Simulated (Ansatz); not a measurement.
An input for Ansatz 0.2.0 (InGa3P4 (quasi-random alloy, started on the GaP lattice) (P1)):

```yaml
crystal:
  lattice:
    - [-5.4990106525, 5.497894163, -5.4972628459]
    - [5.493604961, 5.4927249869, 5.4974993613]
    - [5.5012315236, -5.4981306784, -5.4997202324]
  atoms:
    - { symbol: In, position: [0.0019458601, 0.0010485394, 0.0035794482] }
    - { symbol: Ga, position: [0.2507488864, 0.5020914531, 0.2534075112] }
    - { symbol: In, position: [0.4938946373, -0.0056831637, 0.4965860503] }
    - { symbol: In, position: [0.748077928, 0.5021559078, 0.7507287555] }
    - { symbol: Ga, position: [0.7481997899, 0.2526713718, 0.0104032086] }
    - { symbol: Ga, position: [-0.0016940216, 0.7480789034, 0.2546440661] }
    - { symbol: Ga, position: [0.2479048955, 0.2519141024, 0.4996798867] }
    - { symbol: Ga, position: [0.4941599439, 0.7480843229, 0.7497000094] }
    - { symbol: Ga, position: [0.5018625424, 0.5015065561, 0.0037831403] }
    - { symbol: Ga, position: [0.7483323934, -0.0025961675, 0.2462066757] }
    - { symbol: Ga, position: [0.0025737043, 0.5025314244, 0.4967742648] }
    - { symbol: Ga, position: [0.25320592, -0.0016667565, 0.7504794093] }
    - { symbol: Ga, position: [0.2568616695, 0.7521916396, -0.0003422695] }
    - { symbol: Ga, position: [0.5016300935, 0.2519430016, 0.2456523938] }
    - { symbol: Ga, position: [0.7470611316, 0.7431338398, 0.4904966196] }
    - { symbol: In, position: [0.0062866008, 0.2516439798, 0.7503198777] }
    - { symbol: P, position: [-0.0017302411, 0.2635245368, 0.013416691] }
    - { symbol: P, position: [0.2333720999, 0.735138717, 0.2334534135] }
    - { symbol: P, position: [0.4853396895, 0.2482116086, 0.4831495768] }
    - { symbol: P, position: [0.7353946339, 0.7533434159, 0.7351092095] }
    - { symbol: P, position: [0.7493612509, 0.5010228203, 0.0144281468] }
    - { symbol: P, position: [-0.0006991982, -0.00199532, 0.2632306577] }
    - { symbol: P, position: [0.2490575991, 0.501097549, 0.4998139382] }
    - { symbol: P, position: [0.5027561724, 0.0011205473, 0.764151043] }
    - { symbol: P, position: [0.5025745965, 0.7477614367, -0.0004418345] }
    - { symbol: P, position: [0.7521665876, 0.2509465958, 0.2568398712] }
    - { symbol: P, position: [0.0022505556, 0.7505775931, 0.5027353385] }
    - { symbol: P, position: [0.2684932262, 0.2506345293, 0.7521233903] }
    - { symbol: P, position: [0.2630512408, 0.0008513849, -0.000174277] }
    - { symbol: P, position: [0.495445328, 0.4973517572, 0.2461339153] }
    - { symbol: P, position: [0.7488676964, -0.0132224087, 0.486108397] }
    - { symbol: P, position: [0.0132467873, 0.5145862824, 0.7478234751] }
kpoints:
  mp_grid: { grid: [2, 2, 2] }
hamiltonian:
  xc: lda
  pseudopotentials: { kind: paw, azcp: { folder: soft_1 }, xc_functional: pbe }
scf:
  occupations: { method: fixed }
gw:
  n_empty_bands: 2771
  ecut_chi: 150.0
  qp_bands: [v2, c2]
  qp_kpoints: band_edges
  screening: { model: contour_deformation }
```

```sh
ansatz run input.yaml --threads 32 --pin off --max-ram 82944MiB --backend cuda --events-out ev --progress --plain --runs-dir out --devices 1 --max-vram 78GiB
```

Q: Estimate wall time and host memory on 1 × NVIDIA GB200 (shared by 2 runs) with 32 threads of Arm Neoverse V2, shared host.

It took 2.1 min; on shared hardware allow 62 s to 4.1 min. Peak host memory was 16 GiB. The sizes that set the cost: 12887 plane waves a state, 8 irreducible k points, 2915 bands summed, 2779 plane waves in the screening and 10 SCF cycles.

The screening grows as filled bands × empty bands × pairs of k points, times the square of the screening basis for the matrix.

[Paths, hosts, dates, memory and timing lines, banners, echoed tables and standing remarks are left out of the program output.]

[Logs are printed without paths, hosts, clocks, repeated set-up lines and the standing remarks that a program may print on its own settings, such as how far it seeks lower states.]

[Runs of the session that timed out or met a known fault of the program may be left out.]

[Cells called generated may have been cut or substituted from an entry of the Crystallography Open Database or the Materials Project.]

[Hosts, paths, dates, database ids (printed as entryN), source tags and the programs' standing remarks are cut or masked in the printed files.]
